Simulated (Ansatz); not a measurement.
Input and command of a plane-wave DFT calculation in Ansatz:

```yaml
crystal:
  lattice:
    - [2.5260084182, 0.0, 0.0]
    - [0.0, 2.5260084182, 0.0]
    - [0.0, 0.0, 3.3108753195]
  atoms:
    - { symbol: Si, position: [0.5, 0.5, 0.5] }
    - { symbol: C, position: [0.0, 0.0, 0.0] }
basis:
  ecutwfc: 420
kpoints:
  mp_grid: { grid: [6, 6, 6] }
hamiltonian:
  xc: pbe
scf:
  occupations: { method: gaussian, width: 0.1 }
  lower_state_search: "off"
output:
  forces: true
  stress: true
  eigenvalues: true
relax:
  adjacent_minimum: "off"
  f_tol: 0.04
  max_steps: 70
  cell: { stress_tol: 0.4 }
```

```bash
ansatz run input.yaml --threads 1 --pin off --max-ram 2560MiB --backend cpu --events-out ev --progress --plain --runs-dir out
```

Processor: AMD EPYC 7R43 64-Core Processor (Zen 3), 1 thread, on a host shared with other jobs.

Question: How long does it run, and how much memory does it take?

Answer: About 14 s on 1 thread of AMD EPYC 7R43 64-Core Processor (Zen 3), with other jobs on the host, peak memory 0.32 GiB. It solves 8 bands at 40 k points (the mesh reduced by the symmetry that the task leaves, which can be less than the crystal's) with about 365 plane waves (on the last cell), in 66 SCF iterations over 11 ionic steps.
